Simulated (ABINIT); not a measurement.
The system is MoS2.

```
Mo S
1.0
     3.16900    0.00000    0.00000
    -1.58450    2.74443    0.00000
     0.00000    0.00000   12.32400
Mo S
2 4
Direct
  0.66667 0.33333 0.75000
  0.33333 0.66667 0.25000
  0.66667 0.33333 0.37700
  0.33333 0.66667 0.87700
  0.66667 0.33333 0.12300
  0.33333 0.66667 0.62300
```

Base run:

| Quantity | Value |
| --- | --- |
| Program | ABINIT 10.8.3 (patched build) |
| Functional | PBE |
| Potentials or basis | JTH PAW PBE v2.0 |
| Cutoff | 544 eV |
| k mesh | 10 × 10 × 3 |
| Occupations | fermi-dirac, width 0.05 eV |
| Spin | no spin polarisation |

Its results: band gap on the k mesh 0.93 eV, indirect (least direct gap 1.87 eV); pressure 2.0 GPa; largest force 0.060 eV/Å.

The run is repeated on the same cell with these changes: k mesh from 10 × 10 × 3 to 8 × 8 × 2. What comes out?

Band gap on the k mesh 0.98 eV, indirect (least direct gap 1.93 eV); pressure 2.0 GPa; largest force 0.060 eV/Å.

Caveats: this functional lacks dispersion, which binds the layers, so the pressure and a relaxed spacing across them are unreliable; an odd mesh through Γ misses points on the zone boundary, where band edges often lie (some runs).

Not every run made on this cell is shown here.
